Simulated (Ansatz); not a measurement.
A single-point calculation of Si built on the lonsdaleite prototype with Ansatz, at the level r2SCAN. The cell was relaxed with r2SCAN and then strained (epitaxial +3.0 % in the xy plane, free normal strain -0.87 %), with the atoms relaxed again with r2SCAN; k points keep the names of the unstrained zone.

Input file:
```yaml
crystal:
  lattice:
    - [3.9470934457, 0.0, 0.0]
    - [-1.9735467229, 3.4182831951, 0.0]
    - [0.0, 0.0, 6.2863334732]
  atoms:
    - { symbol: Si, position: [0.3333333333, 0.6666666667, -0.0016953253] }
    - { symbol: Si, position: [0.6666666667, 0.3333333333, 0.4983046747] }
    - { symbol: Si, position: [0.3333333333, 0.6666666667, 0.3766953253] }
    - { symbol: Si, position: [0.6666666667, 0.3333333333, 0.8766953253] }
kpoints:
  mp_grid: { grid: [12, 12, 4] }
  band_path:
    path:
      - [0.0, 0.0, 0.0]
      - [0.5, 0.0, 0.0]
      - [0.3333333333, 0.3333333333, 0.0]
      - [0.0, 0.0, 0.5]
      - [0.5, 0.0, 0.5]
      - [0.3333333333, 0.3333333333, 0.5]
      - [0.0, 0.5, 0.0]
    npoints: 1
hamiltonian:
  xc: r2scan
scf:
  occupations: { method: fixed }
  n_extra_bands: 5
output:
  forces: true
  stress: true
  eigenvalues: true
  write_density: true
  write_potential: true
  elf: true
  volumetric_format: npy
```

Command: `ansatz run input.yaml --threads 2 --pin off --max-ram 18432MiB --backend cpu --events-out ev --progress --plain --runs-dir out`. Wall time 4 s on 2 threads of AMD EPYC 7R13 Processor (Zen 3), on a shared host, load about 1.0 per core; peak host memory 0.7 GiB.

The log, with set-up remarks and timings taken out:
```
scf.n_extra_bands = 5 over 8 filled bands (N_el = 16.0): the run solves 13 bands
Pseudopotential: Si, paw, valence charge 4, recommended cutoff 500 eV (meta_gga)
Functional definition: r2SCAN
Crystal: 4 atoms, lattice volume = 84.817 Å³
Basis set: ecut = 500 eV, 2177 PW (Γ)
Symmetry: 24 space group operations
Space group: P63/mmc (ITA 194)
k-points: 57 of 576
SCF 1 converged in 6 iterations: F = -2556.113134 eV  dr2 = 8.56e-10
SCF converged after 6 iterations
Free energy (F): -2556.113134 eV
Fermi energy:    5.748249 eV
--- Forces (eV/Å), atoms counted from 1 ---
  atom   1  Si      0.00000      0.00000      0.00400
  atom   2  Si      0.00000      0.00000      0.00400
  atom   3  Si      0.00000      0.00000    -0.00400
  atom   4  Si      0.00000      0.00000    -0.00400
--- Stress (GPa, compression-positive) ---
       -6.451872       0.000000       0.000000
        0.000000      -6.451872       0.000000
        0.000000       0.000000       0.079118
  P = ⅓ Tr σ = -4.2749 GPa (-42.749 kbar)
```

bands.tsv, columns around the gap (it counts bands from 0):
```tsv
# k_distance	band_3	band_4	band_5	band_6	band_7	band_8	band_9	band_10	band_11
# fermi_ev = 5.748249
# [0, 0, 0] at k_distance = 0.000000
# [0.5, 0, 0] at k_distance = 0.919056
# [0.3333333333, 0.3333333333, 0] at k_distance = 1.449673
# [0, 0, 0.5] at k_distance = 2.622689
# [0.5, 0, 0.5] at k_distance = 3.541745
# [0.3333333333, 0.3333333333, 0.5] at k_distance = 4.072362
# [0, 0.5, 0] at k_distance = 4.801268
# levels_relative_to = fermi_ev
0.000	-1.690	-1.690	-0.097	0.000	0.000	0.807	2.068	2.068	3.117
0.919	-5.909	-4.564	-3.163	-2.837	-1.388	0.565	2.631	3.375	3.554
1.450	-6.594	-5.097	-3.491	-3.491	-3.112	1.308	5.576	5.679	5.679
2.623	-3.986	-1.038	-1.038	-1.038	-1.038	1.690	1.690	3.134	3.134
3.542	-7.297	-2.470	-2.470	-2.237	-2.237	1.206	1.206	2.152	2.152
4.072	-7.504	-4.345	-4.345	-1.790	-1.790	2.070	2.070	4.255	4.255
4.801	-5.909	-4.564	-3.163	-2.837	-1.388	0.565	2.631	3.375	3.554
```
In order the rows are Γ, M, K, A, L, H, M.

Planar averages along the third cell vector, from rho_z.tsv and v_z.tsv (valence density with its augmentation; electrostatic potential energy of an electron, of which only differences have a meaning):
```
z (Å)  ρ (e/Å³)  v_es (eV)
 0.00     0.244      -3.36
 0.26     0.192      -0.69
 0.39     0.172       1.05
 0.65     0.145       4.77
 0.79     0.133       6.24
 1.05     0.118       7.73
 1.18     0.115       7.91
 1.44     0.124       7.19
 1.57     0.133       6.24
 1.83     0.157       2.94
 1.96     0.172       1.05
 2.23     0.217      -2.16
 2.36     0.244      -3.36
 2.62     0.288      -5.13
 2.75     0.294      -5.40
 3.01     0.270      -4.40
 3.14     0.244      -3.36
 3.41     0.192      -0.69
 3.54     0.172       1.05
 3.80     0.145       4.77
 3.93     0.133       6.24
 4.19     0.118       7.73
 4.32     0.115       7.91
 4.58     0.124       7.19
 4.71     0.133       6.24
 4.98     0.157       2.94
 5.11     0.172       1.05
 5.37     0.217      -2.16
 5.50     0.244      -3.36
 5.76     0.288      -5.13
 5.89     0.294      -5.40
 6.16     0.270      -4.40
```

With r2SCAN the valence top lies at Γ and the conduction bottom at M, 0.56 eV higher; the smallest vertical gap, at Γ, is 0.81 eV. The gap is the least over the mesh and the extra points. The mean pressure at these positions is -4.27 GPa, compression counted positive.

(Simulation; spin polarisation is off.)
